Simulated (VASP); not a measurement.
Runs of VASP 6.6.1 on SrO. The structure is cubic, space group Fm-3m (No. 225). The conventional cell has a = 5.168 Å, b = 5.168 Å, c = 5.168 Å, α = 90.00°, β = 90.00°, γ = 90.00°. Sr (site symmetry m-3m) has 6 O at 2.58 Å as nearest neighbours. O (site symmetry m-3m) is surrounded by 6 Sr at 2.58 Å. 

```tsv
task	cell	gap on the mesh (eV)	pressure (GPa)
relaxation of the atoms	atoms relaxed	3.75	0.0
relaxation of cell and atoms	relaxed	3.75	0.0
relaxation of the atoms	atoms relaxed from: a relaxed cell with its volume scaled by 0.98	(a)	2.0
relaxation of the atoms	atoms relaxed from: a relaxed cell with its volume scaled by 1.04	3.77	-3.4
relaxation of the atoms	atoms relaxed from: a relaxed cell with its volume scaled by 0.94	3.71	6.7
```

Alike in all rows: level r2SCAN; potentials or basis VASP PAW PBE potentials, release 64 (Sr_sv, O); no spin polarisation; k mesh 10 × 10 × 10; cutoff (eV) 600; smearing gaussian 0.03 eV.

Problem. Fill in the values left out.

Solution. (a) 3.74.

Caveats: the relaxation stopped at its first step, so nothing moved; the PAW data sets were made with another functional, which shifts forces and pressure a little.

A k mesh can miss the band edges, and the runs leave out spin-orbit coupling on Sr.
